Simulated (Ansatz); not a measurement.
The system is Au.

```
Au
1.0
     1.41131   -2.55593    0.00000
     1.41131    2.55593    0.00000
     0.00000    0.00000    4.89317
Au
2
Direct
  0.33467 0.66533 0.25000
  0.66533 0.33467 0.75000
```

This isn't the form of Au at room conditions, which is fcc.

Program: Ansatz 0.2.0. Alike in all runs: task band structure; potentials or basis all-electron LAPW, scalar-relativistic; no spin polarisation; cell as given; k mesh 11 × 11 × 6; cutoff (eV) 261; smearing fermi-dirac 0.05 eV; basis error allowed 0.001 eV/atom.

Problem. Order these runs on this cell by their pressure, lowest first.
A. level PBEsol
B. level PBE
C. level LDA

Solution. C (-9.6 GPa), A (-5.3 GPa), B (3.2 GPa).
